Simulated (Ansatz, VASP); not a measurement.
# Two plane-wave programs on SiO2

File INCAR:

```
SYSTEM = SiO2
ALGO = Normal
EDIFF = 1E-6
ENCUT = 520
GGA = PE
ISIF = 2
ISMEAR = 0
LASPH = .TRUE.
LCHARG = .FALSE.
LREAL = .FALSE.
LWAVE = .FALSE.
NBANDS = 25
NELM = 100
PREC = Accurate
SIGMA = 0.05
```

The input KPOINTS:

```
k-points
0
G
  6 6 6
  0 0 0
```

File POSCAR:

```
SiO2
1.0
   -2.3877008061      2.3877008061      3.6893906705
    2.3877008061     -2.3877008061      3.6893906705
    2.3877008061      2.3877008061     -3.6893906705
Si O
2 4
Direct
    0.0000000000      0.0000000000      0.0000000000
    0.7500000000      0.2500000000      0.5000000000
    0.9670112602      0.6250000000      0.8420112602
    0.3750000000      0.2170112602      0.3420112602
    0.7829887398      0.1250000000      0.1579887398
    0.8750000000      0.0329887398      0.6579887398
```

Input for Ansatz:

```yaml
crystal:
  lattice:
    - [-2.3877008061, 2.3877008061, 3.6893906705]
    - [2.3877008061, -2.3877008061, 3.6893906705]
    - [2.3877008061, 2.3877008061, -3.6893906705]
  atoms:
    - { symbol: Si, position: [0.0, 0.0, 0.0] }
    - { symbol: Si, position: [0.75, 0.25, 0.5] }
    - { symbol: O, position: [0.9670112602, 0.625, 0.8420112602] }
    - { symbol: O, position: [0.375, 0.2170112602, 0.3420112602] }
    - { symbol: O, position: [0.7829887398, 0.125, 0.1579887398] }
    - { symbol: O, position: [0.875, 0.0329887398, 0.6579887398] }
basis:
  ecutwfc: 420
kpoints:
  mp_grid: { grid: [6, 6, 6] }
hamiltonian:
  xc: pbe
scf:
  occupations: { method: gaussian, width: 0.05 }
output:
  forces: true
  stress: true
  eigenvalues: true
```

Change from the starting cell: strain -0.050 along x and y, +0.000 along z, atoms carried along.

Alike in both runs: task single point; functional PBE; k mesh 6 × 6 × 6; occupations gaussian, width 0.05 eV; no spin polarisation.

|  | VASP | Ansatz |
| --- | --- | --- |
| version | VASP 6.6.1 | Ansatz 0.2.0 |
| potentials or method | VASP PAW PBE potentials, release 64 (Si, O) | scalar-relativistic, plane waves, PAW |
| plane-wave cutoff (eV) | 520 | 420 |
| valence electrons in the cell | 32 | 32 |

```csv
,VASP,Ansatz,Ansatz less VASP
gap on the k mesh at the Fermi level (eV),6.19,6.19,-0.002
least direct gap on the mesh (eV),6.19,6.19,-0.002
pressure (GPa),19.3,19.1,-0.20
largest component of the traceless stress (GPa),1.39,1.44,+0.051
rms of the force components (eV/Å),0.577,0.577,+0.0004
```

Atom by atom the forces differ by 0.000 eV/Å (rms over components). With one functional, cell and mesh, what is left measures potentials, basis and numerics.

Caveats: so large a pressure means that the cell lies far from this level's equilibrium, or that cutoff or potentials fall short (VASP); forces of over 1 eV/Å show positions far from the minimum, so gaps and moduli don't describe the material at rest. A k mesh can miss the band edges.
